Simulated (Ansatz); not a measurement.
Input and command of a plane-wave DFT calculation in Ansatz:

```yaml
crystal:
  lattice:
    - [7.2816362033, 0.0, 0.0]
    - [0.0, 7.2816362033, 0.0]
    - [0.0, 0.0, 23.3271943375]
  atoms:
    - { symbol: Sr, position: [0.25, 0.25, 0.3429473722] }
    - { symbol: Sr, position: [0.25, 0.75, 0.3429473722] }
    - { symbol: Sr, position: [0.75, 0.25, 0.3429473722] }
    - { symbol: Sr, position: [0.75, 0.75, 0.3429473722] }
    - { symbol: O, position: [0.5, 0.5, 0.3429473722] }
    - { symbol: O, position: [0.5, 0.0, 0.3429473722] }
    - { symbol: O, position: [0.0, 0.5, 0.3429473722] }
    - { symbol: O, position: [0.0, 0.0, 0.3429473722] }
    - { symbol: Sr, position: [0.5, 0.5, 0.4516083833] }
    - { symbol: Sr, position: [0.5, 0.0, 0.4516083833] }
    - { symbol: Sr, position: [0.0, 0.5, 0.4516083833] }
    - { symbol: Sr, position: [0.0, 0.0, 0.4516083833] }
    - { symbol: O, position: [0.75, 0.75, 0.452134057] }
    - { symbol: O, position: [0.75, 0.25, 0.452134057] }
    - { symbol: O, position: [0.25, 0.75, 0.452134057] }
    - { symbol: O, position: [0.25, 0.25, 0.452134057] }
    - { symbol: Sr, position: [0.75, 0.75, 0.5612813792] }
    - { symbol: Sr, position: [0.75, 0.25, 0.5612813792] }
    - { symbol: Sr, position: [0.25, 0.75, 0.5612813792] }
    - { symbol: Sr, position: [0.25, 0.25, 0.5612813792] }
    - { symbol: O, position: [0.0, 0.0, 0.559142238] }
    - { symbol: O, position: [0.0, 0.5, 0.559142238] }
    - { symbol: O, position: [0.5, 0.0, 0.559142238] }
    - { symbol: O, position: [0.5, 0.5, 0.559142238] }
    - { symbol: H, position: [0.2486938436, 0.6000329132, 0.6700942936] }
    - { symbol: H, position: [0.25, 0.5, 0.662450854] }
basis:
  ecutwfc: 420
kpoints:
  mp_grid: { grid: [2, 2, 1] }
hamiltonian:
  xc: pbe
  dispersion: d3bj
scf:
  occupations: { method: gaussian, width: 0.05 }
output:
  forces: true
  eigenvalues: true
  write_density: true
  write_potential: true
  elf: true
  volumetric_format: npy
relax:
  adjacent_minimum: "off"
  f_tol: 0.04
  max_steps: 100
  constraints: [{ sites: [0, 1, 2, 3, 4, 5, 6, 7] }]
efield:
  axis: 3
  dipole_correction: true
  ramp_width: 0.04
```

```bash
ansatz run input.yaml --threads 4 --pin off --max-ram 10240MiB --backend cpu --events-out ev --progress --plain --runs-dir out
```

Processor: Arm Neoverse V2, 4 threads, on a host shared with other jobs.

**Question.** How long does it run, and how much memory does it take?

**Answer.** About 4 min on 4 threads of Arm Neoverse V2, on a shared host, peak memory 2.7 GiB. It solves 123 bands at 4 k points (the mesh reduced by the symmetry that the task leaves, which can be less than the crystal's) with about 24133 plane waves, in 124 SCF iterations over 20 ionic steps.
